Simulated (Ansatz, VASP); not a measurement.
# Sc in VASP and in Ansatz

```xyz
2
Lattice="3.3090 0.0000 0.0000 -1.6545 2.8657 0.0000 0.0000 0.0000 5.2733" Properties=species:S:1:pos:R:3 pbc="T T T"
Sc    1.6545    0.9552    3.9550
Sc    0.0000    1.9105    1.3183
```

Alike in both runs: task relaxation of cell and atoms; functional PBE; dispersion D3(BJ); k mesh 9 × 9 × 5; occupations fermi-dirac, width 0.05 eV; no spin polarisation.

|  | VASP | Ansatz |
| --- | --- | --- |
| version | VASP 6.6.1 | Ansatz 0.2.0 |
| potentials or method | VASP PAW PBE potentials, release 64 (Sc_sv) | Ansatz PAW |
| plane-wave cutoff (eV) | 600 | 420 |
| valence electrons in the cell | 22 | 22 |

Ansatz gave:

- gap on the k mesh at the Fermi level, each at its own relaxed structure (eV): none
- relaxed volume (Å³/atom): 23.50
- relaxed cell length with the largest relative difference (Å): 3.267
- energy change over the relaxation (meV/atom): -18

Q: Estimate VASP's values.

A: gap on the k mesh at the Fermi level, each at its own relaxed structure (eV): none; relaxed volume (Å³/atom): 23.53; relaxed cell length with the largest relative difference (Å): 3.269; energy change over the relaxation (meV/atom): -17.

A gap of «none» marks a metal or a gap that the smearing closes.

Caveats: pairwise dispersion overbinds metals, which lowers pressure and volume; the plane-wave basis is chosen anew once the cell has moved, so the energies of steps on either side of that aren't comparable (Ansatz).
